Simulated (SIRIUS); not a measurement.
# Ti (P6_3/mmc) in SIRIUS: settings compared

One crystal, Ti, is run at these levels: PBE, LDA, PBEsol; tasks: single point.

All numbers are computed with SIRIUS, more than one build; they aren't measurements. Logs are shortened: lines on timing, memory, paths and dates and some standing lists are left out, and cuts for length are marked. The log counts tension as positive stress, the text compression.

### Step 1. The crystal as given

Symmetry: P6_3/mmc, No. 194, hexagonal system. The conventional cell has a = 2.950 Å, b = 2.950 Å, c = 4.680 Å, α = 90.00°, β = 90.00°, γ = 120.00°. Ti (site symmetry -6m2) is surrounded by 12 Ti at 2.89 to 2.95 Å.

### Step 2. Single point, PBE

Input file sirius.json:

```json
{
  "control": {
    "processing_unit": "cpu",
    "verbosity": 2,
    "num_bands_to_print": 20,
    "print_forces": true,
    "print_stress": true
  },
  "parameters": {
    "electronic_structure_method": "pseudopotential",
    "xc_functionals": ["XC_GGA_X_PBE", "XC_GGA_C_PBE"],
    "gk_cutoff": 9.2,
    "pw_cutoff": 18.4,
    "ngridk": [10, 10, 6],
    "shiftk": [0, 0, 0],
    "smearing": "fermi_dirac",
    "smearing_width": 0.0018374661,
    "num_bands": 20,
    "num_mag_dims": 0,
    "num_dft_iter": 100,
    "energy_tol": 1e-08,
    "density_tol": 1e-06
  },
  "iterative_solver": {
    "type": "davidson",
    "min_tolerance": 1e-10
  },
  "mixer": {
    "type": "anderson",
    "beta": 0.7,
    "max_history": 8
  },
  "settings": {
    "tol_ne": 1e-10,
    "pseudo_grid_cutoff": 6.5
  },
  "unit_cell": {
    "lattice_vectors": [
      [5.574692067646, 0.0, 0.0],
      [-2.787346033823, 4.827824948925, 0.0],
      [0.0, 0.0, 8.843918263249]
    ],
    "atom_coordinate_units": "lattice",
    "atom_types": ["Ti"],
    "atom_files": {
      "Ti": "Ti.json"
    },
    "atoms": {
      "Ti": [
        [0.6666666667, 0.3333333333, 0.75],
        [0.3333333333, 0.6666666667, 0.25]
      ]
    }
  }
}
```

Potentials or basis: PseudoDojo 0.5 PBE stringent (scalar relativistic).

On the command line:

```
$ upf_to_json Ti.upf
$ OMP_NUM_THREADS=1 sirius.scf --input=sirius.json --output=out.json --task=0
```

The log of the run:

```text
[info] SIRIUS version : 7.12.0
[info] number of MPI ranks           : 1
[info] MPI grid                      : 1 1
[info] maximum number of OMP threads : 1
[fft] FFT context for density and potential
[fft] =====================================
[fft]   comm size                             : 1
[fft]   plane wave cutoff                     : 18.4
[fft]   grid size                             : 36 36 54   total : 69984
[fft]   grid limits                           : -17 18   -17 18   -26 27
[fft]   number of G-vectors within the cutoff : 12542
[fft]   local number of G-vectors             : 12542
[fft]   number of G-shells                    : 1320
[fft] FFT context for coarse grid
[fft] =====================================
[fft]   comm size                             : 1
[fft]   plane wave cutoff                     : 18.4
[fft]   grid size                             : 36 36 54   total : 69984
[fft]   grid limits                           : -17 18   -17 18   -26 27
[fft]   number of G-vectors within the cutoff : 12542
[fft]   local number of G-vectors             : 12542
[fft]   number of G-shells                    : 1320
[unit cell] lattice vectors
[unit cell]   a1 :       5.5746920676      0.0000000000      0.0000000000
[unit cell]   a2 :      -2.7873460338      4.8278249489      0.0000000000
[unit cell]   a3 :       0.0000000000      0.0000000000      8.8439182632
[unit cell] reciprocal lattice vectors
[unit cell]   b1 :       1.1270910090      0.6507262974     -0.0000000000
[unit cell]   b2 :       0.0000000000      1.3014525948      0.0000000000
[unit cell]   b3 :       0.0000000000     -0.0000000000      0.7104526659
[unit cell] unit cell volume :       238.02200975 [a.u.^3]
[unit cell] 1/sqrt(omega)    :         0.06481738
[unit cell] MT volume        :         0.00000000 ( 0.00%)
[unit cell] IT volume        :       238.02200975 (100.00%)
[unit cell] number of atom types : 1
[unit cell] type id : 0 symbol : Ti mt_radius :  15.850000 num_atoms : 2
[unit cell] total number of atoms : 2
[unit cell] number of symmetry classes : 1
[unit cell] number of PAW atoms : 0
[unit cell] atom id  type id  class id             position                      vector_field
[unit cell] ------------------------------------------------------------------------------------------
[unit cell]      0        0        0      0.66667   0.33333   0.75000      0.00000   0.00000   0.00000
[unit cell]      1        0        0      0.33333   0.66667   0.25000      0.00000   0.00000   0.00000
[unit cell] atom id         position (Cartesian, a.u.)
[unit cell] ---------------------------------------------
[unit cell]      0       2.787346    1.609275    6.632939
[unit cell]      1      -0.000000    3.218550    2.210980
[unit cell] class id : 0 atom id : 0 1
[unit cell] minimum bond length:     5.469258
[unit cell] total number of pseudo wave-functions: 20
[sym] space group number   : 194
[sym] international symbol : P6_3/mmc
[sym] Hall symbol          : -P 6c 2c
[sym] space group transformation matrix :
[sym]   1.0000  0.0000  0.0000
[sym]   0.0000  1.0000  0.0000
[sym]   0.0000  0.0000  1.0000
[sym] space group origin shift :
[sym]   0.0000  0.0000  0.0000
[sym] number of space group operations  : 24
[sym] number of magnetic group operations : 24
[sym] metric tensor error: 6.5625e-10
[sym] rotation matrix error: 2.4384e-11
[sym] symmetry operations
[... list of symmetry operations ...]
[atom type] label          : Ti
[atom type] --------------------------------------------------------------------------------
[atom type] symbol         : Ti
[atom type] name           :
[atom type] zn             : 12
[atom type] mass           : 0
[atom type] mt_radius      : 15.85
[atom type] num_mt_points  : 1586
[atom type] grid_origin    : 0
[atom type] grid_name      : external
[atom type] number of core electrons    : 0
[atom type] number of valence electrons : 12
[atom type] total number of radial functions : 6
[atom type] lmax of radial functions         : 2
[... 12 lines left out ...]
[atom type] spin-orbit coupling              : false
[atom type] atomic wave-functions            : {l: 0}, {l: 1}, {l: 2}, {l: 0}
[... 153 lines left out ...]
[find] band gap (eV)                  :       0.00000000
[find] Efermi                         :       0.48389102
[find] iteration : 3, RMS (target) : 1.6571e-03 (1.0000e-06) , energy difference (target) : -9.1767e-05 (1.0000e-08)
[find] | SCF iteration   4 out of 100|
[diagonalize] iterative solver tolerance (occupied, empty): 0.000165705 0.000165705
[diagonalize] average number of iterations: 1.41071
[find] Total energy                   :    -118.71021999 (Ha),    -237.42043997 (Ry)
[... 108 lines left out ...]
[find] | SCF iteration  18 out of 100|
[diagonalize] iterative solver tolerance (occupied, empty): 3.39717e-09 3.39717e-09
[diagonalize] average number of iterations: 1.33929
[find] Total energy                   :    -118.71025472 (Ha),    -237.42050944 (Ry)
[find] Free energy (E-TS)             :    -118.71097088 (Ha),    -237.42194175 (Ry)
[find] band gap (eV)                  :       0.00000000
[find] Efermi                         :       0.48366401
[find] iteration : 18, RMS (target) : 1.1414e-06 (1.0000e-06) , energy difference (target) : 7.3427e-10 (1.0000e-08)
[find] bands are converged : true
[find] iterative solver converged : false
[find] +------------------------------+
[find] | SCF iteration  19 out of 100|
[find] +------------------------------+
[diagonalize] iterative solver tolerance (occupied, empty): 1.69858e-09 1.69858e-09
[diagonalize] average number of iterations: 1.32143
[diagonalize] Lowest band energies
[diagonalize] ik:    0   -1.605473   -1.600737   -0.745158   -0.722548   -0.722548   -0.720374   -0.719027   -0.719027    0.257743    0.386578    0.509733    0.512427    0.512427    0.516070    0.530310    0.530310    0.543269    0.543269    0.598252    0.598252
[diagonalize] ik:    1   -1.605134   -1.600603   -0.744394   -0.724109   -0.723066   -0.720699   -0.720648   -0.719236    0.267852    0.394459    0.492653    0.497486    0.519543    0.524204    0.528374    0.536631    0.537529    0.537862    0.601061    0.624521
[diagonalize] ik:    2   -1.604217   -1.600277   -0.742261   -0.728232   -0.724777   -0.724370   -0.721684   -0.719832    0.296327    0.412994    0.463365    0.477242    0.513570    0.525944    0.527631    0.539607    0.544441    0.554144    0.606262    0.675392
[diagonalize] ik:    3   -1.603003   -1.599948   -0.739215   -0.733387   -0.729664   -0.725906   -0.723303   -0.720630    0.337022    0.423188    0.438653    0.463900    0.510493    0.513736    0.517141    0.568137    0.568981    0.578332    0.610330    0.733019
[diagonalize] ik:    4   -1.601885   -1.599812   -0.737581   -0.736060   -0.733473   -0.727107   -0.725299   -0.721307    0.377293    0.415462    0.422830    0.460209    0.505084    0.509303    0.520752    0.594804    0.601946    0.604854    0.612524    0.730903
[diagonalize] ...
[diagonalize] ik:   51   -1.600608   -1.600608   -0.740714   -0.740714   -0.727179   -0.727179   -0.724128   -0.724128    0.397519    0.397519    0.458133    0.458133    0.507360    0.507360    0.551690    0.551690    0.604505    0.604505    0.637223    0.637223
[diagonalize] ik:   52   -1.601119   -1.601119   -0.737767   -0.737767   -0.727159   -0.727159   -0.723663   -0.723663    0.394764    0.394764    0.463079    0.463079    0.486186    0.486186    0.538964    0.538964    0.606389    0.606389    0.615168    0.615168
[diagonalize] ik:   53   -1.600609   -1.600609   -0.739249   -0.739249   -0.729020   -0.729020   -0.723816   -0.723816    0.409455    0.409455    0.463279    0.463279    0.482652    0.482652    0.542240    0.542240    0.605858    0.605858    0.654209    0.654209
[diagonalize] ik:   54   -1.600413   -1.600413   -0.739785   -0.739785   -0.729822   -0.729822   -0.723809   -0.723809    0.413789    0.413789    0.463849    0.463849    0.480910    0.480910    0.548967    0.548967    0.601610    0.601610    0.680782    0.680782
[diagonalize] ik:   55   -1.600339   -1.600339   -0.738799   -0.738799   -0.731473   -0.731473   -0.723689   -0.723689    0.428754    0.428754    0.455108    0.455108    0.475288    0.475288    0.544101    0.544101    0.600181    0.600181    0.707505    0.707505
[find] Charges and magnetic moments
[find] --------------------------------------------------------------------------------
[find] total charge          : 24.000000
[find] Energy
[find] --------------------------------------------------------------------------------
[find] valence_eval_sum               :     -11.78339230
[find] <rho|V^{XC}>                   :     -19.46468880
[find] <rho|E^{XC}>                   :     -17.43735699
[find] <mag|B^{XC}>                   :       0.00000000
[find] <rho|V^{H}>                    :      48.82630255
[find] one-electron contribution      :     -41.14500605 (Ha),     -82.29001211 (Ry)
[find] hartree contribution           :      24.41315128
[find] xc contribution                :     -17.43735699
[find] ewald contribution             :     -84.54103900
[find] PAW contribution               :       0.00000000
[find] smearing (-TS)                 :      -0.00071615
[find] SCF correction                 :      -0.00000396
[find] Total energy                   :    -118.71025472 (Ha),    -237.42050945 (Ry)
[find] Free energy (E-TS)             :    -118.71097088 (Ha),    -237.42194175 (Ry)
[find] band gap (eV)                  :       0.00000000
[find] Efermi                         :       0.48366397
[find] iteration : 19, RMS (target) : 6.3790e-07 (1.0000e-06) , energy difference (target) : -5.4135e-10 (1.0000e-08)
[find] bands are converged : true
[find] iterative solver converged : false
[find] converged after 20 SCF iterations!
[find] Charges and magnetic moments
[find] --------------------------------------------------------------------------------
[find] total charge          : 24.000000
[find] Energy
[find] --------------------------------------------------------------------------------
[find] valence_eval_sum               :     -11.78339230
[find] <rho|V^{XC}>                   :     -19.46468880
[find] <rho|E^{XC}>                   :     -17.43735699
[find] <mag|B^{XC}>                   :       0.00000000
[find] <rho|V^{H}>                    :      48.82630255
[find] one-electron contribution      :     -41.14500605 (Ha),     -82.29001211 (Ry)
[find] hartree contribution           :      24.41315128
[find] xc contribution                :     -17.43735699
[find] ewald contribution             :     -84.54103900
[find] PAW contribution               :       0.00000000
[find] smearing (-TS)                 :      -0.00071615
[find] SCF correction                 :      -0.00000396
[find] Total energy                   :    -118.71025472 (Ha),    -237.42050945 (Ry)
[find] Free energy (E-TS)             :    -118.71097088 (Ha),    -237.42194175 (Ry)
[find] band gap (eV)                  :       0.00000000
[find] Efermi                         :       0.48366397
[ground_state] === stress tensor components [kbar] ===
[ground_state] === stress_kin ===
[ground_state] -38773.974057    0.000000   -0.000000
[ground_state]     0.000000-38773.974056    0.000000
[ground_state]    -0.000000    0.000000-38492.117618
[ground_state] === stress_har ===
[ground_state] -9855.987427    0.000000    0.000000
[ground_state]     0.000000-9855.987426    0.000000
[ground_state]     0.000000    0.000000-10464.209904
[ground_state] === stress_ewald ===
[ground_state] 35258.779958    0.000000    0.000000
[ground_state]     0.00000035258.779957   -0.000000
[ground_state]     0.000000   -0.00000033980.461801
[ground_state] === stress_vloc ===
[ground_state] 10498.379719    0.000000    0.000000
[ground_state]     0.00000010498.379718    0.000000
[ground_state]     0.000000    0.00000012144.352786
[ground_state] === stress_xc ===
[ground_state]  2777.001758    0.000000    0.000000
[ground_state]     0.000000 2777.001757   -0.000000
[ground_state]     0.000000   -0.000000 2776.301439
[ground_state] === stress_core ===
[ground_state]  3771.035640    0.000000    0.000000
[ground_state]     0.000000 3771.035640    0.000000
[ground_state]     0.000000    0.000000 3767.943223
[ground_state] === stress_nonloc ===
[ground_state] -3662.410976    0.000000    0.000000
[ground_state]     0.000000-3662.410976   -0.000000
[ground_state]     0.000000   -0.000000-3696.030256
[ground_state] === stress_us_nl ===
[ground_state] -3662.410976    0.000000    0.000000
[ground_state]     0.000000-3662.410976   -0.000000
[ground_state]     0.000000   -0.000000-3696.030256
[ground_state] === stress_total ===
[ground_state]    12.824615    0.000000    0.000000
[ground_state]     0.000000   12.824615   -0.000000
[ground_state]     0.000000   -0.000000   16.701471
[ground_state] ==== total Forces in Ha/bohr =====
[ground_state] atom:    0, force:      -0.0000000     -0.0000000      0.0000000
[ground_state] atom:    1, force:       0.0000000      0.0000000     -0.0000000
[ground_state] ==== ultrasoft contribution from Qij =====
[ground_state] atom:    0, force:       0.0000000      0.0000000      0.0000000
[ground_state] atom:    1, force:       0.0000000      0.0000000      0.0000000
[ground_state] ==== non-local contribution from Beta-projector =====
[ground_state] atom:    0, force:       0.0000000     -0.0000000      0.0000000
[ground_state] atom:    1, force:       0.0000000      0.0000000      0.0000000
[ground_state] ==== contribution from local potential =====
[ground_state] atom:    0, force:       0.0000000      0.0000000      0.0000000
[ground_state] atom:    1, force:       0.0000000      0.0000000     -0.0000000
[ground_state] ==== contribution from core density =====
[ground_state] atom:    0, force:       0.0000000     -0.0000000      0.0000000
[ground_state] atom:    1, force:       0.0000000      0.0000000      0.0000000
[ground_state] ==== Ewald forces from ions =====
[ground_state] atom:    0, force:      -0.0000000      0.0000000      0.0000000
[ground_state] atom:    1, force:       0.0000000     -0.0000000      0.0000000
[~DFT_ground_state] local op. applied: 43983
[~DFT_ground_state] evp. work count: 8914.85
[~DFT_ground_state] number of iterative solver steps: 1523
```

Wall time 52 s (1 thread of Intel Xeon 6975P-C (Granite Rapids), shared host); peak memory 0.38 GiB.

Results:

```
Free energy            : -3230.2901 eV
Pressure               : -1.4 GPa
Band gap on the k mesh : none (metal or under the smearing width)
```

Stress tensor (GPa, compression positive):
```
-1.28  0.00  0.00
 0.00 -1.28  0.00
 0.00  0.00 -1.67
```

### Step 3. Single point, LDA

Edit sirius.json of step 2 so:

```diff
@@ -10,6 +10,6 @@
     "electronic_structure_method": "pseudopotential",
-    "xc_functionals": ["XC_GGA_X_PBE", "XC_GGA_C_PBE"],
+    "xc_functionals": ["XC_LDA_X", "XC_LDA_C_PW"],
     "gk_cutoff": 9.2,
     "pw_cutoff": 18.4,
-    "ngridk": [10, 10, 6],
+    "ngridk": [8, 8, 5],
     "shiftk": [0, 0, 0],
```

Potentials or basis: PseudoDojo 0.4.1 PBE standard (scalar relativistic).

On the command line:

```
$ upf_to_json Ti.upf
$ OMP_NUM_THREADS=1 sirius.scf --input=sirius.json --output=out.json --task=0
```

Run time: 38 s. Hardware: 1 thread of Intel Xeon 6975P-C (Granite Rapids), shared host; peak memory 0.24 GiB.

The run converged. Its results:

| Item | Value |
| --- | --- |
| Free energy | -3223.8598 eV |
| Pressure | -9.5 GPa |
| Band gap on the k mesh | none (metal or under the smearing width) |

Stress tensor (GPa, compression positive):
```
 -9.24   0.00   0.00
  0.00  -9.24   0.00
  0.00   0.00 -10.00
```

Caveat: the potentials were made for another functional, which shifts forces and pressure.

### Step 4. Single point, PBEsol

Edit sirius.json of step 3 so:

```diff
@@ -10,3 +10,3 @@
     "electronic_structure_method": "pseudopotential",
-    "xc_functionals": ["XC_LDA_X", "XC_LDA_C_PW"],
+    "xc_functionals": ["XC_GGA_X_PBE_SOL", "XC_GGA_C_PBE_SOL"],
     "gk_cutoff": 9.2,
```

On the command line:

```
$ upf_to_json Ti.upf
$ OMP_NUM_THREADS=1 sirius.scf --input=sirius.json --output=out.json --task=0
```

It took 30 s on 1 thread of Intel Xeon 6975P-C (Granite Rapids), shared host; peak memory 0.24 GiB.

It converged, with:

```
Free energy            : -3225.3081 eV
Pressure               : -5.6 GPa
Band gap on the k mesh : none (metal or under the smearing width)
```

Stress tensor (GPa, compression positive):
```
-5.37  0.00  0.00
 0.00 -5.37  0.00
 0.00  0.00 -5.99
```

Caveat: the potentials were made for another functional, which shifts forces and pressure.

### Step 5. Single point, LDA

Edit sirius.json of step 4 so:

```diff
@@ -10,3 +10,3 @@
     "electronic_structure_method": "pseudopotential",
-    "xc_functionals": ["XC_GGA_X_PBE_SOL", "XC_GGA_C_PBE_SOL"],
+    "xc_functionals": ["XC_LDA_X", "XC_LDA_C_PW"],
     "gk_cutoff": 9.2,
@@ -25,3 +25,4 @@
     "type": "davidson",
-    "min_tolerance": 1e-10
+    "min_tolerance": 1e-09,
+    "tolerance_scale": [0.1, 0.25]
   },
```

On the command line:

```
$ upf_to_json Ti.upf
$ OMP_NUM_THREADS=1 sirius.scf --input=sirius.json --output=out.json --task=0
```

Run time: 42 s. Hardware: 1 thread of Arm Neoverse V2, shared host; peak memory 0.33 GiB.

It converged, with:

```yaml
Free_energy: -3223.8598 eV
Pressure: -9.5 GPa
Band_gap_on_the_k_mesh: none (metal or under the smearing width)
```

Stress tensor (GPa, compression positive):
```
 -9.25   0.00   0.00
  0.00  -9.25   0.00
  0.00   0.00 -10.01
```

Caveat: the potentials were made for another functional, which shifts forces and pressure.

### Step 6. Single point, PBE

Edit sirius.json of step 5 so:

```diff
@@ -10,3 +10,3 @@
     "electronic_structure_method": "pseudopotential",
-    "xc_functionals": ["XC_LDA_X", "XC_LDA_C_PW"],
+    "xc_functionals": ["XC_GGA_X_PBE", "XC_GGA_C_PBE"],
     "gk_cutoff": 9.2,
@@ -39,6 +39,7 @@
     "lattice_vectors": [
-      [5.574692067646, 0.0, 0.0],
-      [-2.787346033823, 4.827824948925, 0.0],
-      [0.0, 0.0, 8.843918263249]
+      [1.0, 0.0, 0.0],
+      [-0.5, 0.866025403797, 0.0],
+      [0.0, 0.0, 1.586440677966]
     ],
+    "lattice_vectors_scale": 5.5746920676,
     "atom_coordinate_units": "lattice",
```

Potentials or basis: PseudoDojo 0.4.1 PBE standard (scalar relativistic).

On the command line:

```
$ upf_to_json Ti.upf
$ OMP_NUM_THREADS=1 sirius.scf --input=sirius.json --output=out.json --task=0
```

It took 47 s on 1 thread of Arm Neoverse V2, shared host; peak memory 0.33 GiB.

Results (log left out):

```yaml
Free_energy: -3230.2934 eV
Pressure: -1.4 GPa
Band_gap_on_the_k_mesh: none (metal or under the smearing width)
```

Stress tensor (GPa, compression positive):
```
-1.27  0.00  0.00
 0.00 -1.27  0.00
 0.00  0.00 -1.76
```

### Step 7. The reference run

An earlier run on the cell as given: functional PBEsol; potentials or basis PseudoDojo 0.4.1 PBEsol standard (scalar relativistic); cutoff 1152 eV; density cutoff 4606 eV; k mesh 10 × 10 × 6; occupations fermi-dirac, width 0.05 eV; no spin polarisation.

- Pressure: -5.7 GPa
- Band gap on the k mesh: none (metal or under the smearing width)

### Step 8. Overview

```tsv
level	potentials or basis	k mesh	gap on the mesh (eV)	pressure (GPa)
PBE	PseudoDojo 0.5 PBE stringent (scalar relativistic)	10 × 10 × 6	none	-1.4
LDA	PseudoDojo 0.4.1 PBE standard (scalar relativistic)	8 × 8 × 5	none	-9.5
PBEsol	PseudoDojo 0.4.1 PBE standard (scalar relativistic)	8 × 8 × 5	none	-5.6
PBE	PseudoDojo 0.4.1 PBE standard (scalar relativistic)	8 × 8 × 5	none	-1.4
```

Alike in all rows: task single point; no spin polarisation; cell as given; cutoff (eV) 1152; smearing fermi-dirac 0.05 eV.

Caveats: the potentials were made for another functional, which shifts forces and pressure (some runs).

Total energies depend on the potentials used, so only differences within one code and one set of settings carry meaning.
